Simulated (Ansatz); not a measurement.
ZrO2:
```xyz
12
Lattice="5.1280 0.0000 0.0000 0.0000 5.2113 0.0000 -0.8841 0.0000 5.2213" Properties=species:S:1:pos:R:3 pbc="T T T"
Zr     1.2363     0.2253     1.0933
Zr     3.4496     2.8310     1.5173
Zr     3.0076     4.9860     4.1279
Zr     0.7943     2.3803     3.7040
O      0.0573     1.7537     1.7820
O      4.6286     4.3594     0.8287
O      4.1866     3.4576     3.4393
O     -0.3847     0.8519     4.3926
O      1.8765     3.9487     2.5044
O      2.8094     1.3431     0.1063
O      2.3674     1.2626     2.7169
O      1.4345     3.8682     5.1150
```

Tensor components refer to the Cartesian frame of this cell.

Question: Give the high-frequency dielectric tensor and the Born effective charge tensors of the independent atoms from DFPT, the program Ansatz at the PBEsol level (PAW).

Answer: 
ε∞:
```
5.40  0.00  0.17
0.00  5.46  0.00
0.17  0.00  5.07
```
Z* of atom 1 (Zr), rows: field, columns: displacement, in e:
```
 5.51  -0.43   0.23
-0.14   5.52   0.17
 0.23   0.40   4.91
```
Z* of atom 5 (O), rows: field, columns: displacement, in e:
```
-3.05   1.18  -0.21
 1.46  -2.72  -0.68
-0.20  -0.70  -2.30
```
Z* of atom 9 (O), rows: field, columns: displacement, in e:
```
-2.46   0.17  -0.02
 0.22  -2.80   0.39
-0.03   0.42  -2.61
```

Space group P2_1/c. The cell was relaxed with PBEsol under the symmetry of its start. The run is not spin-polarised. Spin–orbit coupling is left out wherever it is not named.

Potentials: the later of the program's two PAW sets.
